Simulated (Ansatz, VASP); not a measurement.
# Two plane-wave programs on Ge

INCAR

```
SYSTEM = Ge
PREC = Accurate
ENCUT = 520
EDIFF = 1E-6
ISMEAR = 0
SIGMA = 0.1
LREAL = .FALSE.
LASPH = .TRUE.
NELM = 100
ALGO = Fast
ISIF = 2
LWAVE = .FALSE.
LCHARG = .FALSE.
GGA = PS
NBANDS = 36
```

KPOINTS

```
Automatic mesh
0
G
  12 12 6
  0 0 0
```

File POSCAR:

```
Ge
1.0
    4.0017833082      0.0000000000      0.0000000000
   -2.0008916542      3.4656460054      0.0000000000
    0.0000000000      0.0000000000      7.2002513123
Ge
4
Direct
    0.6666666700      0.3333333300      0.1007836083
    0.3333333300      0.6666666700      0.6007836083
    0.6666666700      0.3333333300      0.3992163917
    0.3333333300      0.6666666700      0.8992163917
```

Input for Ansatz:

```yaml
crystal:
  lattice:
    - [4.0017833082, 0.0, 0.0]
    - [-2.0008916542, 3.4656460054, 0.0]
    - [0.0, 0.0, 7.2002513123]
  atoms:
    - { symbol: Ge, position: [0.66666667, 0.33333333, 0.1007836083] }
    - { symbol: Ge, position: [0.33333333, 0.66666667, 0.6007836083] }
    - { symbol: Ge, position: [0.66666667, 0.33333333, 0.3992163917] }
    - { symbol: Ge, position: [0.33333333, 0.66666667, 0.8992163917] }
basis:
  ecutwfc: 420
kpoints:
  mp_grid: { grid: [12, 12, 6] }
hamiltonian:
  xc: pbesol
scf:
  occupations: { method: gaussian, width: 0.1 }
output:
  forces: true
  stress: true
  eigenvalues: true
```

Alike in both runs: task single point; functional PBEsol; k mesh 12 × 12 × 6; occupations gaussian, width 0.1 eV; no spin polarisation.

|  | VASP | Ansatz |
| --- | --- | --- |
| version | VASP 6.6.1 | Ansatz 0.2.0 |
| potentials or method | VASP PAW PBE potentials, release 64 (Ge_d) | scalar-relativistic, plane waves, PAW |
| plane-wave cutoff (eV) | 520 | 420 |
| valence electrons in the cell | 56 | 56 |

```csv
,VASP,Ansatz,Ansatz less VASP
gap on the k mesh at the Fermi level (eV),none,none,-
pressure (GPa),0.6,0.7,+0.09
largest component of the traceless stress (GPa),12.41,12.48,+0.068
rms of the force components (eV/Å),3.142,3.148,+0.0059
```

Atom by atom the forces differ by 0.006 eV/Å (rms over components). A gap of «none» marks a metal or a gap that the smearing closes. With one functional, cell and mesh, what is left measures potentials, basis and numerics.

Caveats: the PAW data sets were made with another functional, which shifts forces and pressure a little (VASP).
